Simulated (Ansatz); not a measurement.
## Te₂Pt: from λ and ω_log to T_c (computed with Ansatz 0.2.0)

Space group P-3m1 (No. 164), 3 atoms in the cell of the first input below: a = 4.088 Å, b = 4.088 Å, c = 5.403 Å, α = 90.00°, β = 90.00°, γ = 120.00°.

The structure is a measured one, not always of the ambient phase, relaxed without spin–orbit coupling to zero pressure (pressure 0.0 GPa with this functional, without spin–orbit coupling). Functional: PBE.

Input:

```yaml
crystal:
  lattice:
    - [4.0879061924, 0.0, 0.0]
    - [-2.0439530962, 3.5402306109, 0.0]
    - [0.0, 0.0, 5.4027703827]
  atoms:
    - { symbol: Te, position: [0.3333333333, 0.6666666667, 0.252320516] }
    - { symbol: Te, position: [0.6666666667, 0.3333333333, 0.747679484] }
    - { symbol: Pt, position: [0.0, 0.0, 0.0] }
basis:
  ecutwfc: 420
  ecutrho_ratio: 4
kpoints:
  mp_grid: { grid: [10, 10, 6] }
hamiltonian:
  xc: pbe
scf:
  occupations: { method: methfessel_paxton, width: 0.2 }
output: {}
phonons:
  supercell: [2, 2, 2]
  qpath:
    path:
      - [[0.0, 0.0, 0.0], [0.5, 0.0, 0.0], [0.33333333, 0.33333333, 0.0], [0.0, 0.0, 0.0], [0.0, 0.0, 0.5], [0.5, 0.0, 0.5], [0.33333333, 0.33333333, 0.5], [0.0, 0.0, 0.5]]
      - [[0.5, 0.0, 0.5], [0.5, 0.0, 0.0]]
      - [[0.33333333, 0.33333333, 0.5], [0.33333333, 0.33333333, 0.0]]
    npoints: 6
  electrical_resistivity: { mesh: [20, 20, 12], temperatures: [50, 100, 200, 300, 500] }
  superconductivity: { mesh: [20, 20, 12], eliashberg_equations: false }
```

```bash
ansatz run input.yaml --threads 8 --pin off --max-ram 15360MiB --backend cpu --events-out ev --progress --plain --runs-dir out
```

Time: 3.2 min on 8 threads of Intel(R) Xeon(R) Platinum 8488C (Sapphire Rapids), with other jobs on the host, peak memory 6.9 GiB.

On the finest mesh λ = 0.3594, ω_log = 10.658 meV, N(E_F) = 0.647 states per eV, spin and cell. λ by mesh: 20×20×12 0.359, 10×10×6 0.326, 5×5×3 0.278.

Q: What T_c does McMillan's formula in the Allen–Dynes form give for μ* = 0.10?

A: T_c = (ω_log/1.2) exp[−1.04(1+λ)/(λ − μ*(1+0.62λ))] = (123.68 K/1.2) × exp(−1.4138/0.2371) = 0.27 K. λ still moved by 9 % between the two finest meshes, so T_c isn't settled to the digits shown. By mesh, finest first, the same formula gives 0.27, 0.13, 0.03 K.

```json
{"μ*": "0.08", "McMillan (K)": "0.46", "Allen–Dynes with strong-coupling factors (K)": "0.47"}
{"μ*": "0.10", "McMillan (K)": "0.27", "Allen–Dynes with strong-coupling factors (K)": "0.27"}
{"μ*": "0.12", "McMillan (K)": "0.13", "Allen–Dynes with strong-coupling factors (K)": "0.14"}
{"μ*": "0.13", "McMillan (K)": "0.09", "Allen–Dynes with strong-coupling factors (K)": "0.09"}
{"μ*": "0.14", "McMillan (K)": "0.06", "Allen–Dynes with strong-coupling factors (K)": "0.06"}
{"μ*": "0.16", "McMillan (K)": "0.02", "Allen–Dynes with strong-coupling factors (K)": "0.02"}
{"μ*": "0.20", "McMillan (K)": "0.00", "Allen–Dynes with strong-coupling factors (K)": "0.00"}
```

Caveats: no spin-orbit coupling, which matters for these elements; small supercell, couplings not converged in it; with so small a supercell and a typed μ*, T_c can miss a measured one by a factor of two or more; λ is not converged in the mesh, and T_c depends on it steeply.
